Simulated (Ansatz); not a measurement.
Space group Fm-3m (No. 225). a = 6.502 Å, b = 6.502 Å, c = 6.502 Å, α = 90.00°, β = 90.00°, γ = 90.00°
```json
{"atom": "Bi", "site": "4a", "symmetry": "m-3m", "x": "0.0000", "y": "0.0000", "z": "0.0000"}
{"atom": "Te", "site": "4b", "symmetry": "m-3m", "x": "0.5000", "y": "0.0000", "z": "0.0000"}
```

Equation of state of this BiTe structure (not necessarily the ground state), with shape and atoms relaxed at each volume where symmetry leaves them free. It has no gap at any of these volumes. Theory: Ansatz 0.2.0, DFT PBE, scalar-relativistic, plane waves, PAW.

Cutoff 420 eV; k points 12×12×12 on the computed 2-atom cell (Γ-centred); Gaussian smearing, width 0.10 eV; no spin polarisation.

| V (Å³/atom) | E − E(largest V) (meV/atom) | P (GPa) |
| --- | --- | --- |
| 32.304 | 3.38 | 3.33 |
| 33.335 | -11.94 | 1.52 |
| 34.366 | -16.52 | -0.01 |
| 35.397 | -12.07 | -1.30 |
| 36.428 | 0.00 | -2.38 |

**Question.** Fit a third-order Birch–Murnaghan equation to E(V).

**Answer.** V0 = 34.34 Å³/atom, B0 = 47 GPa, B0' = 4.7.

Spin-orbit coupling is left out, which matters for the bands of heavy elements.